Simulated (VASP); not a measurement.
**KI in VASP: one cell, several levels of theory**

What does VASP give for KI (zincblende), under -2.5 % biaxial strain in x and y, free along z, the cell held fixed? Runs: PBE, r2SCAN. The results are then set beside those of Ansatz 0.2.0 for the same cell. This is a trial cell built on a prototype, not taken from a measured structure, and it needn't be the compound's ground state.

The runs shown are made with VASP 6.6.1. PAW datasets, plane waves. The structure was generated, not taken from experiment, and needn't be the ground state; spin polarisation is off.

### Step 1. Starting point

The cell comes from an earlier relaxation with r2SCAN in another program, then strained, with the atoms relaxed again.

It is tetragonal, I-4m2 (No. 119); a = 5.468 Å, c = 8.289 Å in the conventional setting, 61.96 Å³ an atom. Around K lie 4 I at 3.43 Å; around I lie 4 K at 3.43 Å.

The structure in full:

Space group I-4m2 (No. 119). a = 5.468 Å, b = 5.468 Å, c = 8.289 Å, α = 90.00°, β = 90.00°, γ = 90.00°
```tsv
atom	site	symmetry	x	y	z
K	2a	-4m2	0.0000	0.0000	0.0000
I	2d	-4m2	0.5000	0.0000	0.2500
```

### Step 2. PBE

File INCAR:

```
ENCUT = 520.000000
SIGMA = 0.020000
EDIFF = 1.00e-07
GGA = PE
PREC = Accurate
IBRION = -1
ISIF = 2
ISMEAR = -1
NBANDS = 15
NELM = 120
NSW = 0
LASPH = .TRUE.
LCHARG = .FALSE.
LWAVE = .FALSE.
LREAL = .FALSE.
```

File KPOINTS:

```
KPOINTS created by Atomic Simulation Environment
0
Gamma
6 6 6
0 0 0
```

File KPOINTS_OPT:

```
special points
7
Reciprocal
0.0000000000 0.0000000000 0.0000000000 1
-0.5000000000 -0.5000000000 0.0000000000 1
-0.3750000000 -0.3750000000 0.2500000000 1
-0.3750000000 0.0000000000 0.3750000000 1
0.0000000000 0.0000000000 0.5000000000 1
-0.5000000000 -0.2500000000 0.2500000000 1
0.2083330000 0.2083330000 0.4270830000 1
```

File POSCAR:

```
K  I
 1.0000000000000000
     0.0000000000000000    3.8667468479000000    4.1443292905000000
     3.8667468479000000    0.0000000000000000    4.1443292905000000
     3.8667468479000000    3.8667468479000000    0.0000000000000000
 K   I
   1   1
Cartesian
  0.0000000000000000  0.0000000000000000  0.0000000000000000
  1.9333734239500000  1.9333734239500000  2.0721646452500000
```

The run uses the recommended PBE PAW datasets (16 valence electrons a neutral cell).

The run is started by

```
> mpirun -np 1 vasp_std
```

Standard output, without the iteration lines:

```text
POSCAR found type information on POSCAR K I
 POSCAR found :  2 types and       2 ions
 LDA part: xc-table for (Slater+PW92), standard interpolation
 POSCAR, INCAR and KPOINTS ok, starting setup
 FFT: planning ... GRIDC
 FFT: planning ... GRID_SOFT
 FFT: planning ... GRID
 WAVECAR not read
 entering main loop
 Start KPOINTS_OPT (optional k-point list driver)
k-point batch [1-7\7]
```

OSZICAR:

```text
N       E                     dE             d eps       ncg     rms          rms(c)
DAV:   1     0.920689218666E+02    0.92069E+02   -0.59489E+03   900   0.856E+02
DAV:   2     0.164556216094E+01   -0.90423E+02   -0.84000E+02  1152   0.196E+02
DAV:   3    -0.510213031191E+01   -0.67477E+01   -0.67181E+01  1252   0.484E+01
DAV:   4    -0.556425815082E+01   -0.46213E+00   -0.46198E+00  1621   0.106E+01
DAV:   5    -0.556539601738E+01   -0.11379E-02   -0.11378E-02  1230   0.609E-01    0.297E+00
DAV:   6    -0.538778490751E+01    0.17761E+00   -0.20163E-01  1194   0.213E+00    0.217E+00
DAV:   7    -0.536500614092E+01    0.22779E-01   -0.21503E-01  1271   0.192E+00    0.935E-01
DAV:   8    -0.538101565440E+01   -0.16010E-01   -0.22994E-02  1101   0.834E-01    0.150E-01
DAV:   9    -0.538345270922E+01   -0.24371E-02   -0.37813E-03  1019   0.271E-01    0.107E-01
DAV:  10    -0.538429121592E+01   -0.83851E-03   -0.55341E-04   922   0.139E-01    0.252E-02
DAV:  11    -0.538439392965E+01   -0.10271E-03   -0.15714E-04  1103   0.656E-02    0.235E-02
DAV:  12    -0.538441548869E+01   -0.21559E-04   -0.23968E-05   935   0.342E-02    0.885E-03
DAV:  13    -0.538441614527E+01   -0.65658E-06   -0.48078E-07  1404   0.495E-03    0.521E-03
DAV:  14    -0.538441667735E+01   -0.53208E-06   -0.92558E-07   949   0.468E-03    0.724E-04
DAV:  15    -0.538441668148E+01   -0.41325E-08   -0.60709E-08   936   0.148E-03
   1 F= -.53844167E+01 E0= -.53844167E+01  d E =-.839444E-11
       N       E                     dE             ncg
DAV:   1     0.215755085223E+03   -0.30334E+04      210
DAV:   2    -0.393186504682E+03   -0.60894E+03      266
DAV:   3    -0.435289342274E+03   -0.42103E+02      309
DAV:   4    -0.437944302369E+03   -0.26550E+01      375
DAV:   5    -0.437960406815E+03   -0.16104E-01      288
DAV:   6    -0.437960631958E+03   -0.22514E-03      296
DAV:   7    -0.437960639517E+03   -0.75591E-05      342
DAV:   8    -0.437960639680E+03   -0.16256E-06      280
DAV:   9    -0.437960639682E+03   -0.28067E-08      238
```

The lines after F= are the extra pass for the points of KPOINTS_OPT, at fixed density; their E is not a total energy.

OUTCAR, selected sections:

```text
k-points           NKPTS =     30   k-points in BZ     NKDIM =     30   number of bands    NBANDS=     15

   NELECT =      16.0000    total number of electrons

   dimension x,y,z NGX =    42 NGY =   42 NGZ =   42
   dimension x,y,z NGXF=    84 NGYF=   84 NGZF=   84

  energy-cutoff  :      520.00
  volume of cell :      123.93
      direct lattice vectors                 reciprocal lattice vectors
     0.000000000  3.866746848  4.144329290    -0.129307663  0.129307663  0.120646784
     3.866746848  0.000000000  4.144329290     0.129307663 -0.129307663  0.120646784
     3.866746848  3.866746848  0.000000000     0.129307663  0.129307663 -0.120646784

 k-points in reciprocal lattice and weights: KPOINTS created by Atomic Simulation Env
   0.00000000  0.00000000  0.00000000       0.005
   0.16666667  0.00000000  0.00000000       0.037
   0.33333333  0.00000000  0.00000000       0.037
   0.50000000  0.00000000  0.00000000       0.019
   0.16666667  0.16666667  0.00000000       0.009
   0.33333333  0.16666667  0.00000000       0.037
   0.50000000  0.16666667  0.00000000       0.037
  -0.33333333  0.16666667  0.00000000       0.037
[... 22 more k-points ...]

 E-fermi :  -1.6442

 k-point     1 :       0.0000    0.0000    0.0000
  band No.  band energies     occupation
      1     -30.6187      2.00000
      2     -14.1165      2.00000
      3     -14.1165      2.00000
      4     -14.1084      2.00000
      5     -12.1773      2.00000
      6      -2.1895      2.00000
      7      -2.1422      2.00000
      8      -2.1422      2.00000
      9       1.7729      0.00000
     10       5.1607      0.00000
     11       5.6078      0.00000
     12       5.9324      0.00000
     13       6.0672      0.00000
     14       6.0672      0.00000
     15       6.6726      0.00000

 k-point     2 :       0.1667    0.0000    0.0000
  band No.  band energies     occupation
      1     -30.6186      2.00000
      2     -14.1296      2.00000
      3     -14.1171      2.00000
      4     -14.1112      2.00000
      5     -12.1517      2.00000
      6      -2.3017      2.00000
      7      -2.1798      2.00000
      8      -2.1378      2.00000
      9       2.1782      0.00000
     10       4.9914      0.00000
     11       5.3136      0.00000
     12       5.6406      0.00000
     13       6.2414      0.00000
     14       6.3888      0.00000
     15       6.4777      0.00000

 k-point     3 :       0.3333    0.0000    0.0000
  band No.  band energies     occupation
      1     -30.6184      2.00000
      2     -14.1581      2.00000
      3     -14.1183      2.00000
      4     -14.1136      2.00000
      5     -12.1017      2.00000
      6      -2.5307      2.00000
      7      -2.1988      2.00000
      8      -2.1296      2.00000
      9       3.0110      0.00000
     10       4.7910      0.00000
     11       4.9237      0.00000
     12       5.1207      0.00000
     13       6.2825      0.00000
     14       6.3416      0.00000
     15       6.4931      0.00000

 k-point     4 :       0.5000    0.0000    0.0000
  band No.  band energies     occupation
      1     -30.6182      2.00000
      2     -14.1719      2.00000
      3     -14.1189      2.00000
      4     -14.1146      2.00000
      5     -12.0773      2.00000
      6      -2.6278      2.00000
      7      -2.2075      2.00000
      8      -2.1257      2.00000
      9       3.5056      0.00000
     10       4.3570      0.00000
     11       4.8526      0.00000
     12       5.0965      0.00000
     13       6.2033      0.00000
     14       6.4234      0.00000
     15       6.8812      0.00000

 k-point     5 :       0.1667    0.1667    0.0000
  band No.  band energies     occupation
      1     -30.6186      2.00000
      2     -14.1279      2.00000
      3     -14.1180      2.00000
      4     -14.1180      2.00000
      5     -12.1425      2.00000
      6      -2.3416      2.00000
      7      -2.1490      2.00000
      8      -2.1490      2.00000
      9       2.2703      0.00000
     10       4.4808      0.00000
     11       5.5967      0.00000
     12       5.7878      0.00000
     13       6.2389      0.00000
     14       6.2389      0.00000
     15       6.8794      0.00000

[... the tables of k-points 6 to 30 left out ...]

  Total        0.1723546      0.1723546      0.1417911      0.0000000      0.0000000     -0.0000000
  in kB        2.2282183      2.2282183      1.8330898      0.0000000      0.0000000     -0.0000000
  external PRESSURE =       2.0965088 kB  Pullay stress =       0.0000000 kB

 POSITION                                       TOTAL-FORCE (eV/Angst)
 -----------------------------------------------------------------------------------
      0.00000      0.00000      0.00000        -0.000000     -0.000000     -0.000000
      1.93337      1.93337      2.07216         0.000000      0.000000      0.000000
 -----------------------------------------------------------------------------------
    total drift:                               -0.000000     -0.000000     -0.000000

  FREE ENERGIE OF THE ION-ELECTRON SYSTEM (eV)
  ---------------------------------------------------
  free  energy   TOTEN  =        -5.3844166815 eV

  energy  without entropy=       -5.3844166815  energy(sigma->0) =       -5.38441668
```

Hardware: 1 MPI rank of Intel Xeon Platinum 8488C, shared host.

The levels at the points of KPOINTS_OPT are read from vasprun.xml.

Band energies at the special points (eV, zero at the top of v, the last band that the electrons fill by count):

```csv
point,v−1,v,c,c+1
Γ,-0.02,-0.02,3.90,7.28
X,-0.04,-0.04,5.21,6.27
U,-0.21,-0.03,5.55,6.36
K,-0.24,-0.10,5.55,6.28
L,-0.08,0.00,5.63,6.48
W,-0.27,-0.10,5.60,6.41
```

PBE gives an indirect gap of 3.90 eV, from (0.21, 0.21, 0.43) to Γ; the least direct gap is 3.92 eV. Pressure: 0.21 GPa; the forces vanish within 0.01 eV/Å.

### Step 3. r2SCAN

File INCAR:

```
ENCUT = 520.000000
SIGMA = 0.010000
EDIFF = 1.00e-07
ALGO = Normal
METAGGA = R2SCAN
PREC = Accurate
IBRION = -1
ISIF = 2
ISMEAR = 0
NBANDS = 15
NELM = 120
NSW = 0
LASPH = .TRUE.
LCHARG = .FALSE.
LWAVE = .FALSE.
LREAL = .FALSE.
```

KPOINTS is that of step 2.

KPOINTS_OPT is that of step 2.

POSCAR is that of step 2.

The run is started by

```
> mpirun -np 1 vasp_std
```

Printed to the terminal (iteration lines stand in OSZICAR):

```text
POSCAR found type information on POSCAR K I
 POSCAR found :  2 types and       2 ions
 -----------------------------------------------------------------------------
|                                                                             |
|                                                                             |
|     You enforced a specific xc type in the INCAR file but a different       |
|     I HOPE YOU KNOW WHAT YOU ARE DOING!                                     |
|                                                                             |
 -----------------------------------------------------------------------------

 LDA part: xc-table for (None), standard interpolation
 POSCAR, INCAR and KPOINTS ok, starting setup
 FFT: planning ... GRIDC
 FFT: planning ... GRID_SOFT
 FFT: planning ... GRID
 WAVECAR not read
 entering main loop
 Start KPOINTS_OPT (optional k-point list driver)
k-point batch [1-7\7]
```

OSZICAR:

```text
N       E                     dE             d eps       ncg     rms          rms(c)
DAV:   1     0.616674066956E+02    0.61667E+02   -0.60675E+03   900   0.875E+02
DAV:   2    -0.297921614946E+02   -0.91460E+02   -0.84860E+02  1159   0.204E+02
DAV:   3    -0.366931301815E+02   -0.69010E+01   -0.68634E+01  1312   0.495E+01
DAV:   4    -0.372128746908E+02   -0.51974E+00   -0.51953E+00  1557   0.111E+01
DAV:   5    -0.372148371308E+02   -0.19624E-02   -0.19624E-02  1246   0.844E-01    0.307E+00
DAV:   6    -0.337058918168E+02    0.35089E+01   -0.99459E-01  1497   0.822E+00    0.219E+00
DAV:   7    -0.336804865582E+02    0.25405E-01   -0.16000E-01  1194   0.207E+00    0.121E+00
DAV:   8    -0.337011068423E+02   -0.20620E-01   -0.29017E-02  1117   0.948E-01    0.544E-01
DAV:   9    -0.337121165779E+02   -0.11010E-01   -0.70470E-03   970   0.661E-01    0.172E-01
DAV:  10    -0.337120744410E+02    0.42137E-04   -0.13195E-04  1278   0.822E-02    0.115E-01
DAV:  11    -0.337131296090E+02   -0.10552E-02   -0.10265E-03   928   0.183E-01    0.562E-02
DAV:  12    -0.337131327042E+02   -0.30953E-05   -0.16719E-05  1379   0.259E-02    0.115E-02
DAV:  13    -0.337131416619E+02   -0.89577E-05   -0.90379E-06   928   0.177E-02    0.112E-02
DAV:  14    -0.337131423682E+02   -0.70629E-06   -0.28006E-07  1298   0.351E-03    0.258E-03
DAV:  15    -0.337131424275E+02   -0.59253E-07   -0.35288E-08   828   0.154E-03
   1 F= -.33713142E+02 E0= -.33713142E+02  d E =-.480438E-64
       N       E                     dE             ncg
DAV:   1     0.171795336360E+03   -0.30774E+04      210
DAV:   2    -0.465230903357E+03   -0.63703E+03      266
DAV:   3    -0.508949058088E+03   -0.43718E+02      309
DAV:   4    -0.511709274526E+03   -0.27602E+01      375
DAV:   5    -0.511727030445E+03   -0.17756E-01      295
DAV:   6    -0.511727282350E+03   -0.25190E-03      304
DAV:   7    -0.511727289726E+03   -0.73758E-05      356
DAV:   8    -0.511727289924E+03   -0.19841E-06      273
DAV:   9    -0.511727289929E+03   -0.47703E-08      245
```

From OUTCAR:

```text
k-points           NKPTS =     30   k-points in BZ     NKDIM =     30   number of bands    NBANDS=     15

   NELECT =      16.0000    total number of electrons

   dimension x,y,z NGX =    42 NGY =   42 NGZ =   42
   dimension x,y,z NGXF=    84 NGYF=   84 NGZF=   84

  energy-cutoff  :      520.00
  volume of cell :      123.93
      direct lattice vectors                 reciprocal lattice vectors
     0.000000000  3.866746848  4.144329290    -0.129307663  0.129307663  0.120646784
     3.866746848  0.000000000  4.144329290     0.129307663 -0.129307663  0.120646784
     3.866746848  3.866746848  0.000000000     0.129307663  0.129307663 -0.120646784

 k-points in reciprocal lattice and weights: KPOINTS created by Atomic Simulation Env
   0.00000000  0.00000000  0.00000000       0.005
   0.16666667  0.00000000  0.00000000       0.037
   0.33333333  0.00000000  0.00000000       0.037
   0.50000000  0.00000000  0.00000000       0.019
   0.16666667  0.16666667  0.00000000       0.009
   0.33333333  0.16666667  0.00000000       0.037
   0.50000000  0.16666667  0.00000000       0.037
  -0.33333333  0.16666667  0.00000000       0.037
[... 22 more k-points ...]

 E-fermi :  -2.3338

 k-point     1 :       0.0000    0.0000    0.0000
  band No.  band energies     occupation
      1     -32.1182      2.00000
      2     -14.8411      2.00000
      3     -14.8410      2.00000
      4     -14.8315      2.00000
      5     -12.8043      2.00000
      6      -2.5169      2.00000
      7      -2.4686      2.00000
      8      -2.4686      2.00000
      9       1.9848      0.00000
     10       5.4663      0.00000
     11       5.9475      0.00000
     12       6.2572      0.00000
     13       6.4040      0.00000
     14       6.4040      0.00000
     15       7.0699      0.00000

 k-point     2 :       0.1667    0.0000    0.0000
  band No.  band energies     occupation
      1     -32.1181      2.00000
      2     -14.8544      2.00000
      3     -14.8417      2.00000
      4     -14.8346      2.00000
      5     -12.7776      2.00000
      6      -2.6232      2.00000
      7      -2.5070      2.00000
      8      -2.4644      2.00000
      9       2.3897      0.00000
     10       5.2743      0.00000
     11       5.6222      0.00000
     12       5.9659      0.00000
     13       6.6032      0.00000
     14       6.7659      0.00000
     15       6.8414      0.00000

 k-point     3 :       0.3333    0.0000    0.0000
  band No.  band energies     occupation
      1     -32.1178      2.00000
      2     -14.8835      2.00000
      3     -14.8429      2.00000
      4     -14.8372      2.00000
      5     -12.7255      2.00000
      6      -2.8491      2.00000
      7      -2.5269      2.00000
      8      -2.4565      2.00000
      9       3.2392      0.00000
     10       5.0281      0.00000
     11       5.2021      0.00000
     12       5.4088      0.00000
     13       6.6635      0.00000
     14       6.7358      0.00000
     15       6.8911      0.00000

 k-point     4 :       0.5000    0.0000    0.0000
  band No.  band energies     occupation
      1     -32.1177      2.00000
      2     -14.8977      2.00000
      3     -14.8435      2.00000
      4     -14.8382      2.00000
      5     -12.6999      2.00000
      6      -2.9469      2.00000
      7      -2.5359      2.00000
      8      -2.4527      2.00000
      9       3.7998      0.00000
     10       4.4964      0.00000
     11       5.1160      0.00000
     12       5.3769      0.00000
     13       6.5962      0.00000
     14       6.8370      0.00000
     15       7.3864      0.00000

 k-point     5 :       0.1667    0.1667    0.0000
  band No.  band energies     occupation
      1     -32.1181      2.00000
      2     -14.8516      2.00000
      3     -14.8426      2.00000
      4     -14.8426      2.00000
      5     -12.7682      2.00000
      6      -2.6611      2.00000
      7      -2.4760      2.00000
      8      -2.4760      2.00000
      9       2.4760      0.00000
     10       4.7140      0.00000
     11       5.9726      0.00000
     12       6.1412      0.00000
     13       6.6011      0.00000
     14       6.6011      0.00000
     15       7.2665      0.00000

[... the tables of k-points 6 to 30 left out ...]

  Total        0.0327263      0.0327263      0.0050404      0.0000000      0.0000000     -0.0000000
  in kB        0.4230884      0.4230884      0.0651630      0.0000000      0.0000000     -0.0000000
  external PRESSURE =       0.3037799 kB  Pullay stress =       0.0000000 kB

 POSITION                                       TOTAL-FORCE (eV/Angst)
 -----------------------------------------------------------------------------------
      0.00000      0.00000      0.00000        -0.000000     -0.000000      0.000000
      1.93337      1.93337      2.07216         0.000000      0.000000     -0.000000
 -----------------------------------------------------------------------------------
    total drift:                               -0.000000     -0.000000     -0.000000

  FREE ENERGIE OF THE ION-ELECTRON SYSTEM (eV)
  ---------------------------------------------------
  free  energy   TOTEN  =       -33.7131424275 eV

  energy  without entropy=      -33.7131424275  energy(sigma->0) =      -33.71314243
```

Hardware: 1 MPI rank of Intel Xeon Platinum 8488C, shared host.

The levels at the points of KPOINTS_OPT are read from vasprun.xml.

Levels at the named points, in eV from the top of band v (v: the last filled band by count, c: the next):

```csv
point,v−1,v,c,c+1
Γ,-0.02,-0.02,4.43,7.92
X,-0.05,-0.05,5.62,6.85
U,-0.21,-0.03,5.98,6.92
K,-0.24,-0.10,5.96,6.85
L,-0.09,0.00,6.25,6.95
W,-0.27,-0.10,6.02,6.96
```

Gap with r2SCAN: 4.43 eV, valence top at (0.21, 0.21, 0.43), conduction bottom at Γ. Least direct gap: 4.45 eV. The pressure is 0.03 GPa; the forces vanish within 0.01 eV/Å.

### Step 4. Results

```
 level  gap (eV)  pressure (GPa)  Ansatz: gap (eV)  Ansatz: pressure (GPa)
   PBE      3.90            0.21              3.90                    0.20
r2SCAN      4.43            0.03              4.44                    0.03
```

The gap spans 3.90 eV (PBE) to 4.43 eV (r2SCAN). Spin-orbit coupling is left out, though the cell holds I (Z = 53); in an element this heavy it can shift bands and gaps by tenths of an eV. The two programs agree on the gap within 0.01 eV, far less than the spread between functionals. Each program uses its own PAW datasets and cutoff. VASP's cell holds 16 valence electrons and Ansatz's 26.
